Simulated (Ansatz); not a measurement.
A run of Ansatz 0.2.0 is set up as follows.

input.yaml

```yaml
crystal:
  lattice:
    - [0.0, 1.8075, 1.8075]
    - [1.8075, 0.0, 1.8075]
    - [1.8075, 1.8075, 0.0]
  atoms:
    - { symbol: Cu, position: [0.0, 0.0, 0.0] }
hamiltonian:
  xc: rpbe
  pseudopotentials: { kind: paw }
kpoints:
  mp_grid: { grid: [13, 13, 13] }
scf:
  occupations: { method: gaussian, width: 0.02 }
output:
  forces: true
  stress: true
  eigenvalues: true
  write_density: true
  write_potential: true
  elf: true
  volumetric_format: npy
```

Potentials or basis: Ansatz PAW.

Run with:

```sh
$ ansatz run input.yaml --threads 2 --pin off --max-ram 5632MiB --backend cpu --events-out ev --progress --plain --runs-dir out
```

Problem. What does it give for the pressure?

Solution. 6.6 GPa.

Problem. Estimate the band gap on the k mesh.

Solution. None (metal or under the smearing width).

Caveat: the PAW data sets come from PBE, with cores solved anew for the run's functional, which leaves a small shift of forces and pressure.
